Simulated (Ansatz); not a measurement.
# Al16Cu: the cost of one run

Program: Ansatz 0.2.0. Level of theory: DFT PBE+D3(BJ), scalar-relativistic, plane waves, PAW. These are calculated values, not measurements.

2 further runs of the same task are left out: 2 set aside as unsound or not needed.

## (1) Starting point

Symmetry: Fm-3m, No. 225, cubic system. The conventional cell has a = 3.982 Å, b = 3.982 Å, c = 3.982 Å, α = 90.00°, β = 90.00°, γ = 90.00°. Around Al (site symmetry m-3m) lie 12 Al at 2.82 Å.

As a file:

```cif
data_structure
_symmetry_space_group_name_H-M 'P 1'
_symmetry_Int_Tables_number 1
_cell_length_a 2.8157
_cell_length_b 2.8157
_cell_length_c 2.8157
_cell_angle_alpha 60.000
_cell_angle_beta 60.000
_cell_angle_gamma 60.000
_cell_volume 15.79
loop_
_atom_site_label
_atom_site_type_symbol
_atom_site_fract_x
_atom_site_fract_y
_atom_site_fract_z
_atom_site_occupancy
Al1 Al 0.00000 0.00000 0.00000 1
```

This cell was relaxed beforehand with the same method: volume 15.79 Å³/atom, gap on the mesh none (metal).

## (2) Setting up the map

Atoms count from 1 in the order of the input.

Cu is moved over the surface cell at a fixed height above a rigid substrate; the origin of the map has the adsorbate above Al13; the height is held at 2.80 Å.

First coordinate, position of Cu17 along the first surface vector, from above Al13: 4 values from 0.00 to 0.75, periodic. Second coordinate, position of Cu17 along the second surface vector, from above Al13: 4 values from 0.00 to 0.75, periodic.

Nothing else is relaxed. Points are written as (first, second).

The two vectors of the plane (Å): (2.816, 0.000, 0.000); (0.000, 3.982, 0.000).

## (3) Grid point (0/4, 0/4) of the map's two axes

The cell repeats along c, and a dipole correction in the vacuum removes the field between the copies.

Input file input.yaml:

```yaml
crystal:
  lattice:
    - [5.6314608543, 0.0, 0.0]
    - [0.0, 7.9640883162, 0.0]
    - [0.0, 0.0, 21.3288851192]
  atoms:
    - { symbol: Al, position: [0.25, 0.25, 0.1875391038] }
    - { symbol: Al, position: [0.25, 0.75, 0.1875391038] }
    - { symbol: Al, position: [0.75, 0.25, 0.1875391038] }
    - { symbol: Al, position: [0.75, 0.75, 0.1875391038] }
    - { symbol: Al, position: [0.0, 0.0, 0.2535465489] }
    - { symbol: Al, position: [0.0, 0.5, 0.2535465489] }
    - { symbol: Al, position: [0.5, 0.0, 0.2535465489] }
    - { symbol: Al, position: [0.5, 0.5, 0.2535465489] }
    - { symbol: Al, position: [0.25, 0.25, 0.3225569796] }
    - { symbol: Al, position: [0.25, 0.75, 0.3225569796] }
    - { symbol: Al, position: [0.75, 0.25, 0.3225569796] }
    - { symbol: Al, position: [0.75, 0.75, 0.3225569796] }
    - { symbol: Al, position: [0.0, 0.0, 0.3858094351] }
    - { symbol: Al, position: [0.0, 0.5, 0.3858094351] }
    - { symbol: Al, position: [0.5, 0.0, 0.3858094351] }
    - { symbol: Al, position: [0.5, 0.5, 0.3858094351] }
    - { symbol: Cu, position: [0.0, 0.0, 0.5170868078] }
basis:
  ecutwfc: 420
kpoints:
  mp_grid: { grid: [5, 4, 1] }
hamiltonian:
  xc: pbe
  pseudopotentials: { kind: paw, azcp: { folder: soft_1 } }
  dispersion: d3bj
scf:
  occupations: { method: gaussian, width: 0.1 }
output:
  forces: true
  eigenvalues: true
efield:
  axis: 3
  dipole_correction: true
  ramp_width: 0.04
```

Run with:

```sh
> ansatz run input.yaml --threads 1 --pin off --max-ram 3072MiB --backend cpu --events-out ev --progress --plain --runs-dir out
```

Q: Estimate wall time and peak memory on 1 thread of Arm Neoverse V2, shared host.

About 50 s, with a peak of 0.89 GiB.
